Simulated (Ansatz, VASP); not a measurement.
# Two plane-wave programs on Nb

```
Nb
1.0
    -1.65562    1.65562    1.65562
     1.65562   -1.65562    1.65562
     1.65562    1.65562   -1.65562
Nb
1
Cartesian
  0.0000 0.0000 0.0000
```

Alike in both runs: functional PBE; k mesh 18 × 18 × 18; occupations gaussian, width 0.1 eV; no spin polarisation.

Ansatz relaxed the structure, and its values are those at the end. VASP's run is a single point on that final structure, the one shown.

|  | VASP | Ansatz |
| --- | --- | --- |
| version | VASP 6.6.1 | Ansatz 0.2.0 |
| potentials or method | VASP PAW PBE potentials, release 64 (Nb_sv) | scalar-relativistic, plane waves, PAW |
| plane-wave cutoff (eV) | 520 | 420 |
| valence electrons in the cell | 13 | 13 |

Ansatz gave:

| Item | Value |
| --- | --- |
| gap on the k mesh at the Fermi level (eV) | none |
| pressure (GPa) | 0.0 |

**Question.** Estimate VASP's values.

**Answer.** gap on the k mesh at the Fermi level (eV): none; pressure (GPa): -0.3.

A gap of «none» marks a metal or a gap that the smearing closes. With one functional, cell and mesh, what is left measures potentials, basis and numerics.
